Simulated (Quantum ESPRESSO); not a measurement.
A run of Quantum ESPRESSO 7.5 is set up as follows.

The input pw.in:

```
&CONTROL
  calculation = 'vc-relax'
  prefix = 'pwscf'
  outdir = './tmp'
  pseudo_dir = './pseudo'
  tprnfor = .true.
  tstress = .true.
  disk_io = 'low'
  nstep = 40
  forc_conv_thr = 0.0004
  etot_conv_thr = 1d-05
/
&SYSTEM
  ibrav = 0
  nat = 2
  ntyp = 1
  ecutwfc = 45
  ecutrho = 360
  nbnd = 19
  occupations = 'smearing'
  smearing = 'fd'
  degauss = 0.00367493
  vdw_corr = 'grimme-d3'
  dftd3_version = 4
/
&ELECTRONS
  conv_thr = 4d-10
  electron_maxstep = 120
  mixing_beta = 0.5
/
&IONS
  ion_dynamics = 'bfgs'
/
&CELL
  cell_dynamics = 'bfgs'
  press = 0
  press_conv_thr = 0.3
/
ATOMIC_SPECIES
Ti    47.8670 ti_pbesol_v1.4.uspp.F.UPF
CELL_PARAMETERS bohr
   5.5746920676    0.0000000000    0.0000000000
  -2.7873460338    4.8278249489    0.0000000000
   0.0000000000    0.0000000000    8.8439182632
ATOMIC_POSITIONS bohr
Ti     2.7873460341    1.6092749828    6.6329386974
Ti    -0.0000000003    3.2185499661    2.2109795658
K_POINTS automatic
10 10 6 0 0 0
```

Potentials or basis: GBRV 1.5 PBEsol.

Launch:

```console
$ OMP_NUM_THREADS=1 mpirun -n 2 pw.x -nk 2 -in pw.in > pw.out
```

**Question.** Predict the relaxed cell.

**Answer.** a = 2.864 Å, b = 2.864 Å, c = 4.518 Å, α = 90.00°, β = 90.00°, γ = 120.00°.

**Question.** Estimate the space group after relaxing (to 0.05 Å).

**Answer.** P6_3/mmc (No. 194).

**Question.** Estimate the band gap on the k mesh.

**Answer.** None (metal or under the smearing width).

**Question.** Predict the relaxed volume.

**Answer.** 16.04 Å³/atom.

Final structure:
```xyz
2
Lattice="2.8638 0.0000 0.0000 -1.4319 2.4801 0.0000 0.0000 0.0000 4.5176" Properties=species:S:1:pos:R:3 pbc="T T T"
Ti    1.4319    0.8267    3.3882
Ti    0.0000    1.6534    1.1294
```

Caveat: pairwise dispersion overbinds metals, which lowers pressure and volume.
